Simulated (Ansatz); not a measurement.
(111) slab cut from the bulk of CoO, Fm-3m (No. 225); the slab's formula is CoO:

```yaml
crystal:
  lattice:
    - [2.94645, 0.00000, 0.00000]
    - [-1.47323, 2.55170, 0.00000]
    - [0.00000, 0.00000, 25.82596]
  atoms:
    - { symbol: O, position: [0.33333, 0.66667, 0.29041] }
    - { symbol: Co, position: [0.66667, 0.33333, 0.33698] }
    - { symbol: O, position: [0.00000, 0.00000, 0.38356] }
    - { symbol: Co, position: [0.33333, 0.66667, 0.43014] }
    - { symbol: O, position: [0.66667, 0.33333, 0.47671] }
    - { symbol: Co, position: [0.00000, 0.00000, 0.52329] }
    - { symbol: O, position: [0.33333, 0.66667, 0.56986] }
    - { symbol: Co, position: [0.66667, 0.33333, 0.61644] }
    - { symbol: O, position: [0.00000, 0.00000, 0.66302] }
    - { symbol: Co, position: [0.33333, 0.66667, 0.70959] }
```

Computed with DFT PBEsol, scalar-relativistic, plane waves, PAW in Ansatz. Settings: cutoff 420 eV, Γ-centred mesh 12×12×1 on the computed 10-atom cell, Gaussian smearing of 0.10 eV; collinear spin from starting moments 0.32 2.57 0.32 2.57 0.32 2.57 0.32 2.57 0.32 2.57 μB. The cell repeats along c with a dipole correction in the vacuum.

Q: What forces act on the atoms?

A:
```csv
atom,Fx (eV/Å),Fy (eV/Å),Fz (eV/Å)
O1,0.000,0.000,4.779
Co2,0.000,0.000,-4.112
O3,0.000,0.000,-0.889
Co4,0.000,0.000,-0.002
O5,0.000,0.000,-0.130
Co6,0.000,0.000,-0.005
O7,0.000,0.000,0.057
Co8,0.000,0.000,0.032
O9,0.000,0.000,0.451
Co10,0.000,0.000,-0.181
```

The state reached may not be the lowest one. The program reads another magnetic order as possibly lower. Moments started parallel, and an antiferromagnetic order may lie lower. Semilocal functionals without U can misjudge the magnetic state of such a slab.

Cost: 1 run of about 12 core-minutes, on Intel Xeon 6975P-C (Granite Rapids) (shared hosts).